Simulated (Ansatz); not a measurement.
# How the conductance of RuAl/MgO/V changes with thickness, part 5 of 6

Wanted: T(E), the conductance and its decay constant for RuAl/MgO/V. The lower electrode is RuAl B2(001), the upper one V bcc(001); the barrier is MgO rock salt(001) (non-polar). In the first transport cell, after relaxation, the nearest pair of electrode and barrier is Al–O at 2.02 Å, along the normal, at the lower face and V–O at 2.12 Å, along the normal, at the upper one. All share a net of side 3.003 Å, which strains the lower electrode by +0.1 %, the upper one by +0.8 % and the barrier by -0.1 %, against typed lattice constants near PBE's. The first steps treat the bulk electrodes alone.

Ansatz 0.2.0; PBE DFT, plane waves, PAW files (the session's first sound run).

So far, transmission at the Fermi level (a spin, zone mean): step 5 (the open system: T(E)) 4.3e-6; step 6 (30 atoms, atomic planes in the barrier 2, gap between the …) 0.00238; step 7 (32 atoms, atomic planes in the barrier 3, gap between the …) 1.2e-4. Also channels of the lower lead: step 5 1.35.

The structure was built from a prototype and need not be the compound's stable phase.

## 9. Conductance, atomic planes in the barrier 5, gap between the electrodes 12.63 Å

Level of this step: PBE DFT, plane waves, PAW files; ballistic transmission by layer matching between semi-infinite leads (Ansatz).

System of this step: RuAl/MgO/V. The cell holds 36 atoms: 8 Al, 7 Ru, 5 O, 5 Mg and 11 V. Cell: a = 3.003 Å, b = 3.003 Å, c = 62.187 Å, α = 90.0°, β = 90.0°, γ = 90.0°. Regions: left electrode, 15 atoms (8 Al and 7 Ru); barrier, 10 atoms (5 O and 5 Mg); right electrode, 11 atoms (11 V). Vacuum lies along c.

Barrier layers are added or taken out in the middle, and the relaxed faces stay.

Input file input.yaml:

```yaml
crystal:
  lattice:
    - [3.003, 0.0, 0.0]
    - [0.0, 3.003, 0.0]
    - [0.0, 0.0, 62.1867816323]
  atoms:
    - { symbol: Al, position: [0.5, 0.5, 0.1125641144] }
    - { symbol: Ru, position: [0.0, 0.0, 0.1367100331] }
    - { symbol: Al, position: [0.5, 0.5, 0.1608559518] }
    - { symbol: Ru, position: [0.0, 0.0, 0.1850018705] }
    - { symbol: Al, position: [0.5, 0.5, 0.2091477893] }
    - { symbol: Ru, position: [0.0, 0.0, 0.233293708] }
    - { symbol: Al, position: [0.5, 0.5, 0.2574396267] }
    - { symbol: Ru, position: [0.0, 0.0, 0.2815855454] }
    - { symbol: Al, position: [0.5, 0.5, 0.3057314642] }
    - { symbol: Ru, position: [0.0, 0.0, 0.3298773829] }
    - { symbol: Al, position: [0.5, 0.5, 0.3540233016] }
    - { symbol: Ru, position: [0.0, 0.0, 0.3781692203] }
    - { symbol: Al, position: [0.5, 0.5, 0.4023151391] }
    - { symbol: Ru, position: [0.0, 0.0, 0.4264610578] }
    - { symbol: Al, position: [0.5, 0.5, 0.4466161383] }
    - { symbol: O, position: [0.5, 0.5, 0.4791369035] }
    - { symbol: Mg, position: [0.0, 0.0, 0.4784900413] }
    - { symbol: O, position: [0.0, 0.0, 0.5129557438] }
    - { symbol: Mg, position: [0.5, 0.5, 0.5134302042] }
    - { symbol: O, position: [0.5, 0.5, 0.54721372] }
    - { symbol: Mg, position: [0.0, 0.0, 0.5476881804] }
    - { symbol: O, position: [0.0, 0.0, 0.5816535973] }
    - { symbol: Mg, position: [0.5, 0.5, 0.5817642556] }
    - { symbol: O, position: [0.5, 0.5, 0.6154840664] }
    - { symbol: Mg, position: [0.0, 0.0, 0.616743424] }
    - { symbol: V, position: [0.5, 0.5, 0.6496397793] }
    - { symbol: V, position: [0.0, 0.0, 0.670770757] }
    - { symbol: V, position: [0.5, 0.5, 0.6948446602] }
    - { symbol: V, position: [0.0, 0.0, 0.7189185634] }
    - { symbol: V, position: [0.5, 0.5, 0.7429924665] }
    - { symbol: V, position: [0.0, 0.0, 0.7670663697] }
    - { symbol: V, position: [0.5, 0.5, 0.7911402729] }
    - { symbol: V, position: [0.0, 0.0, 0.8152141761] }
    - { symbol: V, position: [0.5, 0.5, 0.8392880793] }
    - { symbol: V, position: [0.0, 0.0, 0.8633619824] }
    - { symbol: V, position: [0.5, 0.5, 0.8874358856] }
kpoints:
  mp_grid: { grid: [10, 10, 1] }
scf:
  occupations: { method: fermi_dirac, width: 0.1 }
  max_iter: 150
hamiltonian:
  xc: pbe
output:
  transmission:
    kmesh: [28, 28]
    e_range: [-0.26, 0.27]
    de: 0.0375
    leads: [[6, 8], [30, 31]]
```

Launch:

```console
$ ansatz run input.yaml --threads 4 --pin off --max-ram 12288MiB --backend cpu --events-out ev --progress --plain --runs-dir out
```

Numbers of over 12 decimals in the logs are rounded to 6 here.

The program printed:

```text
[...]
Crystal: 36 atoms, lattice volume = 560.801 Å³
Basis set: ecut = 420 eV, 10735 PW (Γ)
Bands: 216, of which v1, the nominal top of the filled ones, is band 180 counted from 1 (179 counted from 0)
Symmetry: 8 space group operations
[...]
k-points: 21 of 100
[...]
channels       : 1.437500e0 a spin
[...]
slowest decay  : 0.0482 /Å at (0.1786, 0.1071)
[...]
filled         : 10.0 meV over the level at which it is neutral
    channels       : 2.544643e0 a spin
[...]
slowest decay  : 0.0206 /Å at (0.3571, 0.2857)
  junction   : crystal 0 to crystal 1, 18.96 to 47.65 Å
    transmission   : 2.648974e-7 a spin
[...]
resistance     : 4.2749e3 Ω µm² beyond half of each lead's own
[key lines of the parts left out:]
SCF converged after 12 iterations
Free energy (F): -89964.542309 eV
Fermi energy:    11.389217 eV
```

Elapsed: 5 min, on 4 threads of Intel Xeon Platinum 8488C (Sapphire Rapids), shared host; peak memory 3.7 GiB.

G = 2.3e8 S/m² (1/G = 4275 Ω µm²), 0.052 times the step before of this kind. Apart from band edges and resonances, the largest error estimate is 12 %, from the mesh across the current. For edges and narrow resonances that could lie between the energies solved the program puts 116 %, while dropping every other energy moves G by 0.3 %. In the worse lead the potential repeats within 10 meV, which the program lets pass.

## 10. Conductance, atomic planes in the barrier 6, gap between the electrodes 14.76 Å

System of this step: RuAl/MgO/V. The cell holds 38 atoms: 8 Al, 7 Ru, 6 O, 6 Mg and 11 V. Its edges and angles: a = 3.003 Å, b = 3.003 Å, c = 64.317 Å, α = 90.0°, β = 90.0°, γ = 90.0°. Regions: left electrode, 15 atoms (8 Al and 7 Ru); barrier, 12 atoms (6 O and 6 Mg); right electrode, 11 atoms (11 V). Vacuum lies along c.

Barrier layers are added or taken out in the middle, and the relaxed faces stay.

Input file input.yaml:

```yaml
crystal:
  lattice:
    - [3.003, 0.0, 0.0]
    - [0.0, 3.003, 0.0]
    - [0.0, 0.0, 64.3171749193]
  atoms:
    - { symbol: Al, position: [0.5, 0.5, 0.1088356261] }
    - { symbol: Ru, position: [0.0, 0.0, 0.1321817537] }
    - { symbol: Al, position: [0.5, 0.5, 0.1555278814] }
    - { symbol: Ru, position: [0.0, 0.0, 0.178874009] }
    - { symbol: Al, position: [0.5, 0.5, 0.2022201366] }
    - { symbol: Ru, position: [0.0, 0.0, 0.2255662643] }
    - { symbol: Al, position: [0.5, 0.5, 0.2489123919] }
    - { symbol: Ru, position: [0.0, 0.0, 0.2722585195] }
    - { symbol: Al, position: [0.5, 0.5, 0.2956046472] }
    - { symbol: Ru, position: [0.0, 0.0, 0.3189507748] }
    - { symbol: Al, position: [0.5, 0.5, 0.3422969025] }
    - { symbol: Ru, position: [0.0, 0.0, 0.3656430301] }
    - { symbol: Al, position: [0.5, 0.5, 0.3889891577] }
    - { symbol: Ru, position: [0.0, 0.0, 0.4123352854] }
    - { symbol: Al, position: [0.5, 0.5, 0.4318227643] }
    - { symbol: O, position: [0.5, 0.5, 0.4632663364] }
    - { symbol: Mg, position: [0.0, 0.0, 0.4626409003] }
    - { symbol: O, position: [0.0, 0.0, 0.4959649871] }
    - { symbol: Mg, position: [0.5, 0.5, 0.4964237318] }
    - { symbol: O, position: [0.5, 0.5, 0.5290882281] }
    - { symbol: Mg, position: [0.0, 0.0, 0.5295469728] }
    - { symbol: O, position: [0.0, 0.0, 0.5622114691] }
    - { symbol: Mg, position: [0.5, 0.5, 0.5626702139] }
    - { symbol: O, position: [0.5, 0.5, 0.595510586] }
    - { symbol: Mg, position: [0.0, 0.0, 0.595617579] }
    - { symbol: O, position: [0.0, 0.0, 0.6282204803] }
    - { symbol: Mg, position: [0.5, 0.5, 0.629438124] }
    - { symbol: V, position: [0.0, 0.0, 0.6612448453] }
    - { symbol: V, position: [0.5, 0.5, 0.6816758966] }
    - { symbol: V, position: [0.0, 0.0, 0.704952394] }
    - { symbol: V, position: [0.5, 0.5, 0.7282288915] }
    - { symbol: V, position: [0.0, 0.0, 0.751505389] }
    - { symbol: V, position: [0.5, 0.5, 0.7747818865] }
    - { symbol: V, position: [0.0, 0.0, 0.798058384] }
    - { symbol: V, position: [0.5, 0.5, 0.8213348815] }
    - { symbol: V, position: [0.0, 0.0, 0.844611379] }
    - { symbol: V, position: [0.5, 0.5, 0.8678878764] }
    - { symbol: V, position: [0.0, 0.0, 0.8911643739] }
kpoints:
  mp_grid: { grid: [10, 10, 1] }
scf:
  occupations: { method: fermi_dirac, width: 0.1 }
  max_iter: 150
hamiltonian:
  xc: pbe
output:
  transmission:
    kmesh: [28, 28]
    e_range: [-0.26, 0.27]
    de: 0.0375
    leads: [[6, 8], [32, 33]]
```

The program printed:

```text
[...]
Crystal: 38 atoms, lattice volume = 580.013 Å³
Basis set: ecut = 420 eV, 11111 PW (Γ)
Bands: 226, of which v1, the nominal top of the filled ones, is band 188 counted from 1 (187 counted from 0)
Symmetry: 8 space group operations
[...]
k-points: 21 of 100
[...]
channels       : 1.437500e0 a spin
[...]
slowest decay  : 0.0482 /Å at (0.1786, 0.1071)
[...]
filled         : 10.0 meV over the level at which it is neutral
    channels       : 2.544643e0 a spin
[...]
slowest decay  : 0.0206 /Å at (0.3571, 0.2857)
  junction   : crystal 0 to crystal 1, 18.96 to 49.78 Å
    transmission   : 1.536993e-8 a spin
[...]
resistance     : 6.9460e4 Ω µm² beyond half of each lead's own
[key lines of the parts left out:]
SCF converged after 12 iterations
Free energy (F): -92458.679480 eV
Fermi energy:    11.401588 eV
```

It took 5.1 min on 4 threads; peak memory 3.9 GiB.

One spin. Table of transmission, zone mean by energy, zero at the Fermi level:

```csv
energy (eV),"transmission, zone mean"
-0.260,1.9e-8
-0.223,2.1e-8
-0.185,2.0e-8
-0.147,1.9e-8
-0.110,1.8e-8
-0.072,1.8e-8
-0.035,1.6e-8
0.003,1.5e-8
0.040,1.7e-8
0.077,2.8e-8
0.115,1.7e-8
0.152,1.7e-8
0.190,1.6e-8
0.228,3.4e-8
0.265,2.1e-8
```

G = 1.4e7 S/m² (1/G = 69459 Ω µm²), 0.062 times the step before of this kind. Apart from band edges and resonances, the largest error estimate is 14 %, from the mesh across the current. For edges and narrow resonances that could lie between the energies solved the program puts 25418 %, while dropping every other energy moves G by 1.6 %. In the worse lead the potential repeats within 10 meV, which the program lets pass, though it still puts 6.5 % of error on the junction's conductance through them.

## 11. Conductance, atomic planes in the barrier 7, gap between the electrodes 16.89 Å

System of this step: RuAl/MgO/V. The cell holds 40 atoms: 8 Al, 7 Ru, 7 O, 7 Mg and 11 V. Its edges and angles: a = 3.003 Å, b = 3.003 Å, c = 66.448 Å, α = 90.0°, β = 90.0°, γ = 90.0°. Regions: left electrode, 15 atoms (8 Al and 7 Ru); barrier, 14 atoms (7 O and 7 Mg); right electrode, 11 atoms (11 V). Vacuum lies along c.

Barrier layers are added or taken out in the middle, and the relaxed faces stay.

Input file input.yaml:

```yaml
crystal:
  lattice:
    - [3.003, 0.0, 0.0]
    - [0.0, 3.003, 0.0]
    - [0.0, 0.0, 66.4475682063]
  atoms:
    - { symbol: Al, position: [0.5, 0.5, 0.1053462179] }
    - { symbol: Ru, position: [0.0, 0.0, 0.1279438391] }
    - { symbol: Al, position: [0.5, 0.5, 0.1505414603] }
    - { symbol: Ru, position: [0.0, 0.0, 0.1731390815] }
    - { symbol: Al, position: [0.5, 0.5, 0.1957367027] }
    - { symbol: Ru, position: [0.0, 0.0, 0.2183343238] }
    - { symbol: Al, position: [0.5, 0.5, 0.240931945] }
    - { symbol: Ru, position: [0.0, 0.0, 0.2635295662] }
    - { symbol: Al, position: [0.5, 0.5, 0.2861271874] }
    - { symbol: Ru, position: [0.0, 0.0, 0.3087248086] }
    - { symbol: Al, position: [0.5, 0.5, 0.3313224298] }
    - { symbol: Ru, position: [0.0, 0.0, 0.353920051] }
    - { symbol: Al, position: [0.5, 0.5, 0.3765176721] }
    - { symbol: Ru, position: [0.0, 0.0, 0.3991152933] }
    - { symbol: Al, position: [0.5, 0.5, 0.417977979] }
    - { symbol: O, position: [0.5, 0.5, 0.4484134302] }
    - { symbol: Mg, position: [0.0, 0.0, 0.4478080464] }
    - { symbol: O, position: [0.0, 0.0, 0.4800637207] }
    - { symbol: Mg, position: [0.5, 0.5, 0.4805077575] }
    - { symbol: O, position: [0.5, 0.5, 0.5121249887] }
    - { symbol: Mg, position: [0.0, 0.0, 0.5125690255] }
    - { symbol: O, position: [0.0, 0.0, 0.5441862566] }
    - { symbol: Mg, position: [0.5, 0.5, 0.5446302934] }
    - { symbol: O, position: [0.5, 0.5, 0.5762475245] }
    - { symbol: Mg, position: [0.0, 0.0, 0.5766915613] }
    - { symbol: O, position: [0.0, 0.0, 0.6084790295] }
    - { symbol: Mg, position: [0.5, 0.5, 0.6085825921] }
    - { symbol: O, position: [0.5, 0.5, 0.6401402031] }
    - { symbol: Mg, position: [0.0, 0.0, 0.6413188076] }
    - { symbol: V, position: [0.5, 0.5, 0.6721057651] }
    - { symbol: V, position: [0.0, 0.0, 0.6918817709] }
    - { symbol: V, position: [0.5, 0.5, 0.7144119944] }
    - { symbol: V, position: [0.0, 0.0, 0.7369422178] }
    - { symbol: V, position: [0.5, 0.5, 0.7594724413] }
    - { symbol: V, position: [0.0, 0.0, 0.7820026648] }
    - { symbol: V, position: [0.5, 0.5, 0.8045328882] }
    - { symbol: V, position: [0.0, 0.0, 0.8270631117] }
    - { symbol: V, position: [0.5, 0.5, 0.8495933352] }
    - { symbol: V, position: [0.0, 0.0, 0.8721235586] }
    - { symbol: V, position: [0.5, 0.5, 0.8946537821] }
kpoints:
  mp_grid: { grid: [10, 10, 1] }
scf:
  occupations: { method: fermi_dirac, width: 0.1 }
  max_iter: 150
hamiltonian:
  xc: pbe
output:
  transmission:
    kmesh: [28, 28]
    e_range: [-0.26, 0.27]
    de: 0.0375
    leads: [[6, 8], [34, 35]]
```

The program printed:

```text
[...]
Crystal: 40 atoms, lattice volume = 599.225 Å³
Basis set: ecut = 420 eV, 11487 PW (Γ)
Bands: 236, of which v1, the nominal top of the filled ones, is band 196 counted from 1 (195 counted from 0)
Symmetry: 8 space group operations
[...]
k-points: 21 of 100
[...]
channels       : 1.437500e0 a spin
[...]
slowest decay  : 0.0482 /Å at (0.1786, 0.1071)
[...]
filled         : 10.0 meV over the level at which it is neutral
    channels       : 2.544643e0 a spin
[...]
slowest decay  : 0.0204 /Å at (0.3571, 0.2857)
  junction   : crystal 0 to crystal 1, 18.96 to 51.91 Å
    transmission   : 9.569580e-10 a spin
[...]
resistance     : 9.6180e5 Ω µm² beyond half of each lead's own
[key lines of the parts left out:]
SCF converged after 12 iterations
Free energy (F): -94952.815673 eV
Fermi energy:    11.413414 eV
```

The job ended after 5.5 min (4 threads; peak memory 4.2 GiB; 16 min of CPU time).

One spin. Table of transmission, zone mean by energy, zero at the Fermi level:

```csv
energy (eV),"transmission, zone mean"
-0.260,1.1e-9
-0.223,1.2e-9
-0.185,1.1e-9
-0.147,1.1e-9
-0.110,1.1e-9
-0.072,1.1e-9
-0.035,9.9e-10
0.003,9.6e-10
0.040,1.5e-9
0.077,4.4e-9
0.115,1.5e-9
0.152,1.5e-9
0.190,9.1e-10
0.228,2.5e-9
0.265,1.0e-9
```

G = 1.0e6 S/m² (1/G = 9.6e5 Ω µm²), 0.072 times the step before of this kind. Apart from band edges and resonances, the largest error estimate is 34 %, from the mesh across the current. For edges and narrow resonances that could lie between the energies solved the program puts 177 %, while dropping every other energy moves G by 5.6 %. In the worse lead the potential repeats within 10 meV, which the program lets pass, though it still puts 14 % of error on the junction's conductance through them.

## 12. Conductance, atomic planes in the barrier 9, gap between the electrodes 21.15 Å

System of this step: RuAl/MgO/V. The cell holds 44 atoms: 8 Al, 7 Ru, 9 O, 9 Mg and 11 V. Cell: a = 3.003 Å, b = 3.003 Å, c = 70.708 Å, α = 90.0°, β = 90.0°, γ = 90.0°. Regions: left electrode, 15 atoms (8 Al and 7 Ru); barrier, 18 atoms (9 O and 9 Mg); right electrode, 11 atoms (11 V). Vacuum lies along c.

Barrier layers are added or taken out in the middle, and the relaxed faces stay.

Input file input.yaml:

```yaml
crystal:
  lattice:
    - [3.003, 0.0, 0.0]
    - [0.0, 3.003, 0.0]
    - [0.0, 0.0, 70.7083547804]
  atoms:
    - { symbol: Al, position: [0.5, 0.5, 0.0989982021] }
    - { symbol: Ru, position: [0.0, 0.0, 0.1202341223] }
    - { symbol: Al, position: [0.5, 0.5, 0.1414700424] }
    - { symbol: Ru, position: [0.0, 0.0, 0.1627059626] }
    - { symbol: Al, position: [0.5, 0.5, 0.1839418827] }
    - { symbol: Ru, position: [0.0, 0.0, 0.2051778028] }
    - { symbol: Al, position: [0.5, 0.5, 0.226413723] }
    - { symbol: Ru, position: [0.0, 0.0, 0.2476496431] }
    - { symbol: Al, position: [0.5, 0.5, 0.2688855632] }
    - { symbol: Ru, position: [0.0, 0.0, 0.2901214834] }
    - { symbol: Al, position: [0.5, 0.5, 0.3113574035] }
    - { symbol: Ru, position: [0.0, 0.0, 0.3325933236] }
    - { symbol: Al, position: [0.5, 0.5, 0.3538292438] }
    - { symbol: Ru, position: [0.0, 0.0, 0.3750651639] }
    - { symbol: Al, position: [0.5, 0.5, 0.3927912105] }
    - { symbol: O, position: [0.5, 0.5, 0.421392664] }
    - { symbol: Mg, position: [0.0, 0.0, 0.4208237598] }
    - { symbol: O, position: [0.0, 0.0, 0.4511357523] }
    - { symbol: Mg, position: [0.5, 0.5, 0.4515530321] }
    - { symbol: O, position: [0.5, 0.5, 0.481265053] }
    - { symbol: Mg, position: [0.0, 0.0, 0.4816823328] }
    - { symbol: O, position: [0.0, 0.0, 0.5113943538] }
    - { symbol: Mg, position: [0.5, 0.5, 0.5118116336] }
    - { symbol: O, position: [0.5, 0.5, 0.5415236546] }
    - { symbol: Mg, position: [0.0, 0.0, 0.5419409343] }
    - { symbol: O, position: [0.0, 0.0, 0.5716529553] }
    - { symbol: Mg, position: [0.5, 0.5, 0.5720702351] }
    - { symbol: O, position: [0.5, 0.5, 0.6017822561] }
    - { symbol: Mg, position: [0.0, 0.0, 0.6021995358] }
    - { symbol: O, position: [0.0, 0.0, 0.6320715356] }
    - { symbol: Mg, position: [0.5, 0.5, 0.6321688577] }
    - { symbol: O, position: [0.5, 0.5, 0.6618248512] }
    - { symbol: Mg, position: [0.0, 0.0, 0.6629324346] }
    - { symbol: V, position: [0.5, 0.5, 0.6918642131] }
    - { symbol: V, position: [0.0, 0.0, 0.7104485445] }
    - { symbol: V, position: [0.5, 0.5, 0.7316211282] }
    - { symbol: V, position: [0.0, 0.0, 0.7527937119] }
    - { symbol: V, position: [0.5, 0.5, 0.7739662956] }
    - { symbol: V, position: [0.0, 0.0, 0.7951388793] }
    - { symbol: V, position: [0.5, 0.5, 0.816311463] }
    - { symbol: V, position: [0.0, 0.0, 0.8374840467] }
    - { symbol: V, position: [0.5, 0.5, 0.8586566304] }
    - { symbol: V, position: [0.0, 0.0, 0.8798292141] }
    - { symbol: V, position: [0.5, 0.5, 0.9010017979] }
kpoints:
  mp_grid: { grid: [10, 10, 1] }
scf:
  occupations: { method: fermi_dirac, width: 0.1 }
  max_iter: 150
hamiltonian:
  xc: pbe
output:
  transmission:
    kmesh: [28, 28]
    e_range: [-0.26, 0.27]
    de: 0.0375
    leads: [[6, 8], [38, 39]]
```

The program printed:

```text
[...]
Crystal: 44 atoms, lattice volume = 637.649 Å³
Basis set: ecut = 420 eV, 12213 PW (Γ)
Bands: 256, of which v1, the nominal top of the filled ones, is band 212 counted from 1 (211 counted from 0)
Symmetry: 8 space group operations
[...]
k-points: 21 of 100
[...]
channels       : 1.437500e0 a spin
[...]
slowest decay  : 0.0482 /Å at (0.1786, 0.1071)
[...]
filled         : 10.0 meV over the level at which it is neutral
    channels       : 2.544643e0 a spin
[...]
slowest decay  : 0.0203 /Å at (0.3571, 0.2857)
  junction   : crystal 0 to crystal 1, 18.96 to 56.17 Å
    transmission   : 1.333936e-11 a spin
[...]
resistance     : 4.7864e7 Ω µm² beyond half of each lead's own
[key lines of the parts left out:]
SCF converged after 12 iterations
Free energy (F): -99941.089892 eV
Fermi energy:    11.434167 eV
```

It took 6.1 min on 4 threads; peak memory 4.7 GiB.

One spin. Transmission, zone mean against energy, zero at the Fermi level:

```csv
energy (eV),"transmission, zone mean"
-0.260,7.9e-12
-0.223,9.4e-12
-0.185,1.1e-11
-0.147,1.3e-11
-0.110,9.5e-12
-0.072,1.4e-11
-0.035,1.3e-11
0.003,1.3e-11
0.040,3.5e-11
0.077,2.5e-10
0.115,5.6e-11
0.152,6.0e-11
0.190,8.4e-12
0.228,1.5e-10
0.265,3.7e-12
```

G = 20893 S/m² (1/G = 4.8e7 Ω µm²), 0.020 times the step before of this kind. Apart from band edges and resonances, the largest error estimate is 81 %, from the mesh across the current. For edges and narrow resonances that could lie between the energies solved the program puts 48523 %, while dropping every other energy moves G by 17 %. In the worse lead the potential repeats within 10 meV, which the program lets pass, though it still puts 35 % of error on the junction's conductance through them.

(Continued in part 6 of 6.)

[Logs are printed without paths, hosts, clocks, repeated set-up lines and the standing remarks that a program may print on its own settings, such as how far it seeks lower states.]

[Hosts, paths, dates, database ids (printed as entryN), source tags and the programs' standing remarks are cut or masked in the printed files.]
